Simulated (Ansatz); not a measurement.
Runs of Ansatz 0.2.0 on KMgF3. It takes space group Pm-3m (No. 221, cubic). Conventional cell: a = 3.986 Å, b = 3.986 Å, c = 3.986 Å, α = 90.00°, β = 90.00°, γ = 90.00°. K (site symmetry m-3m) is surrounded by 12 F at 2.82 Å. Mg (site symmetry m-3m) is surrounded by 6 F at 1.99 Å. Around F (site symmetry 4/mmm) lie 2 Mg at 1.99 Å. 

| cell | target pressure (GPa) | gap on the mesh (eV) | pressure (GPa) |
| --- | --- | --- | --- |
| relaxed to 5 GPa | 5 | (b) | 5.0 |
| relaxed to 30 GPa | 30 | 9.22 | 30.0 |
| relaxed to 10 GPa | 10 | 8.00 | 10.0 |
| relaxed | 0 | (a) | 0.0 |
| relaxed to 2 GPa | 2 | 7.34 | 2.0 |

Alike in all rows: task relaxation of cell and atoms; level PBEsol; potentials or basis Ansatz PAW; no spin polarisation; k mesh 7 × 7 × 7; cutoff (eV) 420; smearing fermi-dirac 0.05 eV.

Question: Fill in the values left out.

Answer: (a) 7.15; (b) 7.61.

Caveats: odd divisions of the mesh miss points on the zone boundary, where band edges often lie, so the gap on the mesh can be too wide; the plane-wave basis is chosen anew once the cell has moved, so the energies of steps on either side of that aren't comparable; the PAW data sets come from PBE, with cores solved anew for the run's functional, which leaves a small shift of forces and pressure.

A k mesh can miss the band edges.
